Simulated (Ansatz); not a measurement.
# Which of these structures of Se lies lowest?

The calculation used DFT, PBE, all-electron LAPW, scalar-relativistic (Ansatz 0.2.0).

Each cell is taken as listed (from a database or a relaxation; residual pressures are under 0.6 GPa and forces under 0.08 eV/Å), on meshes of about 0.2 Å⁻¹ spacing; energies are extrapolated to zero smearing, with no zero-point or thermal terms. Other structures, the observed one among them, may be missing from this set and lie lower. No run is spin-polarised.

**Question.** Order the structures by energy per atom, lowest first, and give the differences.
A.
Space group P6_3/mmc (No. 194). a = 3.684 Å, b = 3.684 Å, c = 3.813 Å, α = 90.00°, β = 90.00°, γ = 120.00°
```csv
atom,site,symmetry,x,y,z
Se,2c,-6m2,0.3333,0.6667,0.2500
```
(hcp type, relaxed by us; 19×19×10 mesh on the primitive cell, smearing 0.03 eV, P = 0.0 GPa)
B.
```cif
data_structure
_symmetry_space_group_name_H-M 'Fm-3m'
_symmetry_Int_Tables_number 225
_cell_length_a 4.3325
_cell_length_b 4.3325
_cell_length_c 4.3325
_cell_angle_alpha 90.000
_cell_angle_beta 90.000
_cell_angle_gamma 90.000
_cell_volume 81.32
loop_
_atom_site_label
_atom_site_type_symbol
_atom_site_symmetry_multiplicity
_atom_site_Wyckoff_symbol
_atom_site_fract_x
_atom_site_fract_y
_atom_site_fract_z
_atom_site_occupancy
Se1 Se 4 a 0.00000 0.00000 0.00000 1
```
(fcc type, relaxed by us; 16×16×16 mesh on the primitive cell, smearing 0.03 eV, P = 0.0 GPa)

**Answer.** A (0 meV/atom), B (361 meV/atom).
